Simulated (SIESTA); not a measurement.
Sn:

```
Sn
1.0
     0.00000    3.23334    3.23334
     3.23334    0.00000    3.23334
     3.23334    3.23334    0.00000
Sn
2
Direct
  0.75000 0.75000 0.75000
  0.50000 0.50000 0.50000
```

This isn't the form of Sn at room conditions, which is tetragonal (white tin).

```yaml
Program: SIESTA 5.4.2
Task: relaxation of cell and atoms
Functional: PBE
Potentials_or_basis: PseudoDojo 0.4 standard (PBE files)
Basis: TZP (energy shift 0.003 Ry; two zetas on semicore shells)
Grid_cutoff: 500 Ry
Energy_shift: 0.003 Ry
k_mesh: 5 × 5 × 5
Occupations: fermi-dirac, width 0.05 eV
Spin: no spin polarisation
```

At the start: pressure 4.3 GPa; volume 33.80 Å³/atom.

Where does the relaxation end?

Over 4 steps the energy falls by 42.4 meV/atom and the volume is 37.24 Å³/atom (+10.2 %); space group Fd-3m (No. 227, to 0.05 Å).

Step by step:
| step | energy change (eV) | largest force (eV/Å) | pressure (GPa) | volume (Å³) |
| --- | --- | --- | --- | --- |
| 1 | 0.0000 | 0.0001 | 4.33 | 67.61 |
| 2 | -0.0081 | 0.0002 | 4.10 | 67.91 |
| 3 | -0.0848 | 0.0001 | 0.17 | 74.12 |
| 4 | -0.0849 | 0.0001 | 0.00 | 74.48 |

Final structure:
```
Sn
1.0
     0.00044    3.33965    3.33965
     3.33965    0.00044    3.33965
     3.33965    3.33965    0.00044
Sn
2
Direct
  0.74999 0.74999 0.74999
  0.50001 0.50001 0.50001
```

Caveat: the basis of atomic orbitals isn't converged, which shifts pressures, moduli and gaps.
